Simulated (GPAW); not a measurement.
# WS2 (R3m) in GPAW: a series of runs

One crystal, WS2, is run at these levels: PBEsol, PBEsol+U; tasks: single point.

All numbers are computed with GPAW 26.7.0; they aren't measurements. Logs are shortened: lines on timing, memory, paths and dates and some standing lists are left out, and cuts for length are marked. The log counts tension as positive stress, the text compression.

## 1. Starting point

Symmetry: R3m, No. 160, trigonal system. Conventional cell: a = 3.158 Å, b = 3.158 Å, c = 18.490 Å, α = 90.00°, β = 90.00°, γ = 120.00°. W (site symmetry 3m) is surrounded by 6 S at 2.39 to 2.42 Å. S (site symmetry 3m) is surrounded by 3 W at 2.39 Å. Around S (site symmetry 3m) lie 3 W at 2.42 Å.

Measurements of this composition are mostly on another form, of space group No. 194.

## 2. Single point, PBEsol, collinear spin, ferromagnetic start

Contents of run.py:

```python
from ase import Atoms
from ase.dft.bandgap import bandgap
from ase.io import write
from ase.units import GPa
from gpaw import GPAW, PW, setup_paths

setup_paths.insert(0, '.')

atoms = Atoms(['W', 'S', 'S'],
              cell=[[1.57900017, 0.91163617, 6.16332915],
                    [-1.57900017, 0.91163617, 6.16332915],
                    [0.0, -1.82327234, 6.16332915]],
              scaled_positions=[[0.0, 0.0, 0.0],
                                [0.7503, 0.7503, 0.7503],
                                [0.581, 0.581, 0.581]],
              pbc=True)
atoms.set_initial_magnetic_moments([0.5, 0.0, 0.0])

calc = GPAW(mode=PW(600),
            xc='PBEsol',
            kpts={'size': (7, 7, 7), 'gamma': True},
            occupations={'name': 'methfessel-paxton', 'order': 0, 'width': 0.05},
            nbands=25,
            convergence={'density': 1e-05, 'energy': 1e-05},
            maxiter=150,
            txt='gpaw.txt')
atoms.calc = calc
energy = atoms.get_potential_energy()
forces = atoms.get_forces()
stress = atoms.get_stress()
calc.write('gs.gpw')
write('result.traj', atoms)
print(f'Energy: {energy:.6f} eV')
print('Forces (eV/A):')
print(forces.round(4))
print('Stress (GPa):', (stress / GPa).round(3))
print('Moments:', calc.get_magnetic_moments().round(3))
print('Fermi level:', round(calc.get_fermi_level(), 4), 'eV')
print(f'Gap: {bandgap(calc)[0]:.4f} eV, direct: {bandgap(calc, direct=True)[0]:.4f} eV')
```

Potentials or basis: PAW data sets generated in the run's folder for this functional, pw.

Started as:

```bash
$ gpaw-setup -f PBEsol S W
$ OMP_NUM_THREADS=1 python run.py
```

gpaw.txt:

```text
__  _  _
 | _ |_)|_||  |
 |__||  | ||/\| - 26.7.0

Input parameters:
  mode=PW(ecut=600.0),
  convergence={'density': 1e-05, 'energy': 1e-05},
  kpts=MonkhorstPack(size=(7, 7, 7), gamma=True),
  maxiter=150,
  nbands=25,
  occupations=Occupations(name='methfessel-paxton', order=0, width=0.05),
  xc=XC(name='PBEsol')

Diagonalizing LCAO Hamiltonian
Converting LCAO to pw mode

       S

       S

       W

Atoms  # Å, Bohr magnetons
|   | symbol |         x |         y |         z |    initial magnetic moments |
|---|--------|-----------|-----------|-----------|-----------------------------|
| 0 |      W |  0.000000 |  0.000000 |  0.000000 | ( 0.0000,  0.0000,  0.5000) |
| 1 |      S | -0.000000 | -0.000000 | 13.873038 | ( 0.0000,  0.0000,  0.0000) |
| 2 |      S | -0.000000 | -0.000000 | 10.742683 | ( 0.0000,  0.0000,  0.0000) |

Unit cell  # Å
| periodic |         x |         y |        z |  lengths |    angles |
|----------|-----------|-----------|----------|----------|-----------|
|      yes |  1.579000 |  0.911636 | 6.163329 | 6.427359 | 28.442695 |
|      yes | -1.579000 |  0.911636 | 6.163329 | 6.427359 | 28.442695 |
|      yes |  0.000000 | -1.823272 | 6.163329 | 6.427359 | 28.442695 |

Number of symmetries: 2
Symmetry operations  # r_c * U_cc + t_c -> r_c
|   | kind |            matrix            |
|---|------|------------------------------|
| 0 |  E   |  1, 0, 0,  0, 1, 0,  0, 0, 1 |
| 1 |  σ   |  0, 1, 0,  1, 0, 0,  0, 0, 1 |

BZ-sampling:
  Number of BZ points: 343
  Number of IBZ points: 100

  Monkhorst-Pack size: [7, 7, 7]
  Monkhorst-Pack shift: [0, 0, 0]

K-points  # in reciprocal-cell coordinates
|     |                                coordinates |     weight |
|-----|--------------------------------------------|------------|
|   0 | (  0.00000000,   0.00000000,   0.00000000) | 0.00291545 |
|   1 | (  0.00000000,   0.00000000,   0.14285714) | 0.00583090 |
|   2 | (  0.00000000,   0.00000000,   0.28571429) | 0.00583090 |
|   3 | (  0.00000000,   0.00000000,   0.42857143) | 0.00583090 |
|   4 | (  0.14285714,  -0.14285714,   0.00000000) | 0.00583090 |
|   5 | (  0.14285714,  -0.14285714,   0.14285714) | 0.01166181 |
|   6 | (  0.14285714,  -0.14285714,   0.28571429) | 0.01166181 |
|   7 | (  0.14285714,  -0.14285714,   0.42857143) | 0.01166181 |
|   8 | (  0.14285714,   0.00000000,  -0.42857143) | 0.01166181 |
|   9 | (  0.14285714,   0.00000000,  -0.28571429) | 0.01166181 |
| ... |                                            |            |
|  99 | (  0.42857143,   0.42857143,   0.42857143) | 0.00583090 |

Plane wave coefficients: 1803
Cutoff: 600.0 eV

Spin-components: 2 (collinear spins)
Bands:           25
Projectors:      16
Spin-degeneracy: 1
Datatype:        complex128

Parallelization:
  kpt:    1
  domain: 1
  band:   1

Density:
  Valence electrons: 26.0
  Components: 2
  Grid points: [40 40 40]
  Charge: 0.0  # |e|

Potential:
  Grid points: [40 40 40]

species:
  W:
    name:    Tungsten
    Z:       74.0
    valence: 14
    core:    60
    charge:  0.0  # [|e|]
    compensation charges:
      type: gauss
      rc: 0.40  # [Å]
      lmax: 2
    cutoffs:
      filter: 2.36  # [Å]
      core: 3.02  # [Å]
    projectors
    | kind |    occ | energy [eV] | rcut [Å] |
    |------|--------|-------------|----------|
    |   5s |  2.000 |     -78.864 |    1.344 |
    |   6s |  2.000 |      -5.730 |    1.344 |
    |   5p |  6.000 |     -43.252 |    1.355 |
    |   6p |  0.000 |      -1.338 |    1.355 |
    |   5d |  4.000 |      -4.526 |    1.228 |
    |    d |        |      22.686 |    1.228 |

    Using partial waves for W as LCAO basis

  S:
    name:    Sulfur
    Z:       16.0
    valence: 6
    core:    10
    charge:  0.0  # [|e|]
    compensation charges:
      type: gauss
      rc: 0.24  # [Å]
      lmax: 2
    cutoffs:
      filter: 1.77  # [Å]
      core: 1.66  # [Å]
    projectors
    | kind |    occ | energy [eV] | rcut [Å] |
    |------|--------|-------------|----------|
    |   3s |  2.000 |     -17.192 |    0.974 |
    |   3p |  4.000 |      -6.978 |    0.979 |
    |    s |        |      10.020 |    0.974 |
    |    p |        |      20.234 |    0.979 |
    |    d |        |       0.000 |    0.900 |

    Using partial waves for S as LCAO basis

Reference energy: -460323.169833  # eV

eigensolver:
  PPCG
  Converge bands: occupied
  niter=2

density mixing:
  MSR1-Mixer
  Pratt-step length: 0.05
  Maximum mixing coefficient: 0.75
  Old densities: 10
  SVD Regularization: 0.005
  Good broyden scale: 1.0
  Trust region scale: 1.0
  Backstep threshold: 4.0
  History deletion threshold: 6.0
  Fourier metric: weight=20.0, sigma=0.015

occupation numbers:
  Methfessel-Paxton:
    width: 0.0500  # eV
    order: 0

poisson solver:
  ecut: 4800.0  # eV

xc functional:
  name: PBEsol with 2 nearest neighbor stencil

convergence criteria:
- Maximum integral of absolute [dens]ity change: 1e-05 electrons / valence electron
- Maximum [total energy] change in last 3 cyles: 1e-05 eV / valence electron
- Maximum integral of absolute [eigenst]ate change: 4e-08 eV^2 / valence electron
maximum number of iterations: 150

SCF iterations
|iter     | |      energy | eigst |  dens |  magmom |
|---------|-|-------------|-------|-------|---------|
|iter:   1| |  -24.165684 | +0.20 |       |  +0.4999|
|iter:   2| |  -24.118760 | -1.86 | -1.08 |  +0.4749|
|iter:   3| |  -23.904286 | -1.73 | -1.11 |  +0.1707|
|iter:   4| |  -23.924488 | -2.39 | -1.52 |  +0.0940|
|iter:   5| |  -23.850832 | -3.03 | -1.56 |  +0.0686|
|iter:   6| |  -23.851778 | -3.95 | -1.98 |  +0.0020|
|iter:   7| |  -23.851895 | -5.13 | -2.69 |  +0.0005|
|iter:   8| |  -23.851836c| -5.66 | -2.94 |  +0.0000|
|iter:   9| |  -23.851847c| -6.79 | -3.27 |  -0.0001|
|iter:  10| |  -23.851850c| -7.27 | -3.69 |  -0.0000|
|iter:  11| |  -23.851850c| -7.43c| -4.34 |  +0.0000|
|iter:  12| |  -23.851850c| -8.29c| -5.16c|  +0.0000|

Converged in 12 steps
Energy contributions relative to reference atoms: (reference = -460323.169833)

Energy contributions:
  Kinetic:          15.225236
  Coulomb:         -17.133201
  Zero:              0.147966
  External:          0.000000
  Xc:              -22.091850
  Entropy:          -0.000000
  Spinorbit:         0.000000
  ----------------------------
  Free energy:     -23.851850
  Extrapolated:    -23.851850

dipole moment: (-0.000000, 0.000002, -51.672339)  # |e|*Ang

Total magnetic moment: (0.000000, 0.000000, 0.000002)

Local magnetic moments
|        x |        y |         z |
|----------|----------|-----------|
| 0.000000 | 0.000000 |  0.000006 |  # W    0
| 0.000000 | 0.000000 | -0.000007 |  # S    1
| 0.000000 | 0.000000 | -0.000009 |  # S    2

Fermi level: 9.498
Eigenvalues  # (at kpt = [0.000, 0.000, 0.000])
| band index |      eig [eV] | occ [0-1] |      eig [eV] | occ [0-1] |
|------------|---------------|-----------|---------------|-----------|
|          0 |       -65.652 |     1.000 |       -65.652 |     1.000 |
|        ... |               |           |               |           |
|          5 |        -4.905 |     1.000 |        -4.905 |     1.000 |
|          6 |         1.068 |     1.000 |         1.068 |     1.000 |
|          7 |         5.204 |     1.000 |         5.204 |     1.000 |
|          8 |         5.204 |     1.000 |         5.204 |     1.000 |
|          9 |         6.468 |     1.000 |         6.468 |     1.000 |
|         10 |         6.468 |     1.000 |         6.468 |     1.000 |
[... 8 lines left out ...]
|         19 |        17.128 |     0.000 |        17.128 |     0.000 |
|         20 |        18.627 |     0.000 |        18.627 |     0.000 |
|        ... |               |           |               |           |
|         24 |        21.464 |     0.000 |        21.464 |     0.000 |

Gap: 1.092 eV
Transition (v -> c):
  (s=1, k=99, n=12, [0.43, 0.43, 0.43]) -> (s=1, k=4, n=13, [0.14, -0.14, 0.00])
Direct/indirect transitions are different
Direct gap: 2.303 eV
Transition at: (s=1, k=99, n=12, [0.43, 0.43, 0.43])

Forces  # eV/Ang
|       x |        y |        z |
|---------|----------|----------|
| 0.00000 | -0.00000 | -0.60140 |  # W    0
| 0.00000 |  0.00001 |  0.23565 |  # S    1
| 0.00000 | -0.00000 |  0.36577 |  # S    2

Stress tensor  # eV/Ang^3
|        x |        y |         z |
|----------|----------|-----------|
| 0.006664 | 0.000000 |  0.000000 |
| 0.000000 | 0.006665 |  0.000003 |
| 0.000000 | 0.000003 | -0.000079 |

# Writing to gs.gpw (mode='')
```

Wall time 9.1 min (1 thread of Intel Xeon Platinum 8259CL at 2.50GHz (Skylake/Cascade Lake), shared host); peak memory 0.47 GiB.

Results:

```
Free energy            : -23.8519 eV
Pressure               : -0.7 GPa
Largest force          : 0.601 eV/Å
Band gap on the k mesh : 1.09 eV, indirect (least direct gap 2.30 eV)
Net moment             : 0.00 μB per cell
```

Forces in eV/Å, atoms in the order of the input:
```
W    0.000  0.000 -0.601
S    0.000  0.000  0.236
S    0.000  0.000  0.366
```

Caveat: spin-orbit coupling is left out, which moves the levels of the heavy elements; an odd mesh through Γ misses points on the zone boundary, where band edges often lie; the program warned that so skewed a cell can give wrong results.

## 3. Single point, PBEsol+U

Edit run.py of step 2 so:

```diff
@@ -16,3 +16,2 @@
               pbc=True)
-atoms.set_initial_magnetic_moments([0.5, 0.0, 0.0])
 
@@ -22,2 +21,3 @@
             occupations={'name': 'methfessel-paxton', 'order': 0, 'width': 0.05},
+            setups={'W': ':d,6.0'},
             nbands=25,
@@ -36,3 +36,2 @@
 print('Stress (GPa):', (stress / GPa).round(3))
-print('Moments:', calc.get_magnetic_moments().round(3))
 print('Fermi level:', round(calc.get_fermi_level(), 4), 'eV')
```

Potentials or basis: PAW data sets generated in the run's folder for this functional, pw.

Started as:

```bash
$ gpaw-setup -f PBEsol S W
$ OMP_NUM_THREADS=1 python run.py
```

gpaw.txt:

```text
__  _  _
 | _ |_)|_||  |
 |__||  | ||/\| - 26.7.0

Input parameters:
  mode=PW(ecut=600.0),
  convergence={'density': 1e-05, 'energy': 1e-05},
  kpts=MonkhorstPack(size=(7, 7, 7), gamma=True),
  maxiter=150,
  nbands=25,
  occupations=Occupations(name='methfessel-paxton', order=0, width=0.05),
  setups={'W': ':d,6.0'},
  xc=XC(name='PBEsol')

Diagonalizing LCAO Hamiltonian
Converting LCAO to pw mode

       S

       S

       W

Atoms  # Å, Bohr magnetons
|   | symbol |         x |         y |         z |    initial magnetic moments |
|---|--------|-----------|-----------|-----------|-----------------------------|
| 0 |      W |  0.000000 |  0.000000 |  0.000000 | ( 0.0000,  0.0000,  0.0000) |
| 1 |      S | -0.000000 | -0.000000 | 13.873038 | ( 0.0000,  0.0000,  0.0000) |
| 2 |      S | -0.000000 | -0.000000 | 10.742683 | ( 0.0000,  0.0000,  0.0000) |

Unit cell  # Å
| periodic |         x |         y |        z |  lengths |    angles |
[... 172 lines left out ...]
  Zero:              0.197007
  External:          0.000000
  Xc:              -14.565459
  Entropy:          -0.000000
  Spinorbit:         0.000000
  ----------------------------
  Free energy:     -16.558505
  Extrapolated:    -16.558505

dipole moment: (-0.000000, 0.000000, -51.928381)  # |e|*Ang

Fermi level: 9.704
Eigenvalues  # (at kpt = [0.000, 0.000, 0.000])
| band index |      eig [eV] | occ [0-2] |
|------------|---------------|-----------|
|          0 |       -66.179 |     2.000 |
|        ... |               |           |
|          5 |        -4.821 |     2.000 |
|          6 |         1.011 |     2.000 |
|          7 |         5.386 |     2.000 |
|          8 |         5.386 |     2.000 |
|          9 |         6.764 |     2.000 |
|         10 |         6.764 |     2.000 |
[... 8 lines left out ...]
|         19 |        17.112 |     0.000 |
|         20 |        18.680 |     0.000 |
|        ... |               |           |
|         24 |        21.490 |     0.000 |

Gap: 1.398 eV
Transition (v -> c):
  (s=0, k=99, n=12, [0.43, 0.43, 0.43]) -> (s=0, k=22, n=13, [0.29, -0.29, 0.00])
Direct/indirect transitions are different
Direct gap: 2.035 eV
Transition at: (s=0, k=22, n=12, [0.29, -0.29, 0.00])

Forces  # eV/Ang
|       x |        y |        z |
|---------|----------|----------|
| 0.00000 |  0.00006 | -0.62353 |  # W    0
| 0.00000 | -0.00002 |  0.55264 |  # S    1
| 0.00000 | -0.00004 |  0.07088 |  # S    2

Stress tensor  # eV/Ang^3
|         x |         y |         z |
|-----------|-----------|-----------|
| -0.013841 |  0.000000 | -0.000000 |
|  0.000000 | -0.013843 |  0.000003 |
| -0.000000 |  0.000003 | -0.018478 |

# Writing to gs.gpw (mode='')
```

stdout:

```text
<dir> UserWarning: The angles between your unit-cell vectors are 28.4, 28.4 and 28.4 degrees.  Results may be wrong!  Please Niggli-reduce your unit-cell so that the angles are closer to 90 degrees:

  from ase.build import niggli_reduce
  niggli_reduce(atoms)

  warnings.warn(
Energy: -16.558505 eV
Forces (eV/A):
[[ 0.000e+00  1.000e-04 -6.235e-01]
 [ 0.000e+00 -0.000e+00  5.526e-01]
 [ 0.000e+00 -0.000e+00  7.090e-02]]
Stress (GPa): [-2.218 -2.218 -2.96   0.    -0.     0.   ]
Fermi level: 9.7038 eV
Gap: 1.3976 eV, direct: 2.0353 eV
```

Run time: 5.7 min. Hardware: 1 thread of Intel Xeon Platinum 8259CL at 2.50GHz (Skylake/Cascade Lake), shared host; peak memory 0.34 GiB.

What came out:

- Free energy: -16.5585 eV
- Pressure: 2.5 GPa
- Largest force: 0.624 eV/Å
- Band gap on the k mesh: 1.40 eV, indirect (least direct gap 2.04 eV)

Forces in eV/Å, atoms in the order of the input:
```
W    0.000  0.000 -0.624
S    0.000  0.000  0.553
S    0.000  0.000  0.071
```

Caveat: spin-orbit coupling is left out, which moves the levels of the heavy elements; an odd mesh through Γ misses points on the zone boundary, where band edges often lie; the program warned that so skewed a cell can give wrong results.
